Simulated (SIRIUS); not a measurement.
# CaO under changes of volume

One of the cells (14.163 Å³/atom); the others are scaled copies at fixed shape and fractional positions:

```
Ca O
1.0
     0.00000    2.41947    2.41947
     2.41947    0.00000    2.41947
     2.41947    2.41947    0.00000
Ca O
1 1
Cartesian
  0.0000 0.0000 0.0000
  2.4195 2.4195 2.4195
```

The cell is a database's computed one.

```yaml
Program: SIRIUS 7.10.0
Functional: PBE
Potentials_or_basis: PseudoDojo 0.4.1 PBE standard (scalar relativistic)
Cutoff: 1152 eV
Density_cutoff: 4606 eV
k_mesh: 10 × 10 × 10
Occupations: fermi-dirac, width 0.05 eV
Spin: no spin polarisation
```

```csv
volume (Å³/atom),energy over the lowest point (meV/atom),pressure (GPa),gap on the mesh (eV)
13.052,26.64,9.2,3.64
13.330,13.29,6.3,3.65
13.608,?,?,?
14.163,0.00,-0.8,3.66
14.441,3.05,-2.7,3.67
14.719,9.21,-4.4,3.67
```

**Question.** What does the run at 13.608 Å³/atom give?

**Answer.** Energy over the lowest point 4.71 meV/atom; pressure 3.6 GPa; gap on the mesh 3.66 eV.

Worked out: A Birch-Murnaghan fit of order 3 (a polynomial in V^(-2/3)) to the other rows has its minimum at 14.06 Å³/atom with B0 = V·E''(V) = 105 GPa and B' = 4.3. It gives 4.71 meV/atom at 13.608 Å³/atom, against the run's 4.71, and -dE/dV = 3.7 GPa, against 3.6. A straight line through the other rows of the gap, of slope 0.246 eV per unit of ln V, gives 3.65 eV, against the run's 3.66.

Energies are extrapolated to zero smearing.

A mesh can miss the band edges.
